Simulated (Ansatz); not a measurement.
# C (C (10-10), 4 layers): a single-point run

Aim: a sound single-point run of C (C (10-10), 4 layers). The structure is shown as the input types it.

Method: DFT, PBEsol, PAW with Ansatz's default frozen-core files, scalar-relativistic, in Ansatz 0.2.0.

### Step 1. The system as given

It takes space group Pmma (No. 51, orthorhombic). Conventional cell: a = 11.928 Å, b = 3.224 Å, c = 33.959 Å, α = 90.00°, β = 90.00°, γ = 90.00°. C (site symmetry mm2) is surrounded by 4 C at 3.22 Å.

As a file:

```
CELL_PARAMETERS angstrom
3.22435 0.00000 0.00000
0.00000 11.92752 0.00000
0.00000 0.00000 33.95876
ATOMIC_POSITIONS crystal
C 0.00000 0.75000 0.44518
C 0.50000 0.25000 0.47259
C 0.50000 0.75000 0.52741
C 0.00000 0.25000 0.55482
```

### Step 2. The calculation

Input file input.yaml:

```yaml
crystal:
  lattice:
    - [3.22435012, 0.0, 0.0]
    - [0.0, 11.92752247, 0.0]
    - [0.0, 0.0, 33.95875596]
  atoms:
    - { symbol: C, position: [0.0, 0.75, 0.4451811658] }
    - { symbol: C, position: [0.5, 0.25, 0.4725905831] }
    - { symbol: C, position: [0.5, 0.75, 0.5274094169] }
    - { symbol: C, position: [0.0, 0.25, 0.5548188342] }
kpoints:
  mp_grid: { grid: [19, 5, 1] }
scf:
  occupations: { method: fermi_dirac, width: 0.05 }
  max_iter: 75
hamiltonian:
  xc: pbesol
  pseudopotentials: { kind: paw }
output:
  forces: true
  stress: true
  eigenvalues: true
  populations: true
efield:
  axis: 3
  amplitude: 0
  dipole_correction: true
```

The run is started by

```
$ ansatz run input.yaml --threads 1 --pin off --max-ram 3584MiB --backend cpu --events-out ev --progress --plain --runs-dir out
```

What happens when this is run?

The run converged and reported no error. That alone doesn't make the input a sound one.

A unit slip: numbers in bohr are taken as ångström. The shortest distance in the input is 3.22 Å, between atoms 1 (C) and 3 (C).

What to do: divide the lengths by 1.8897.
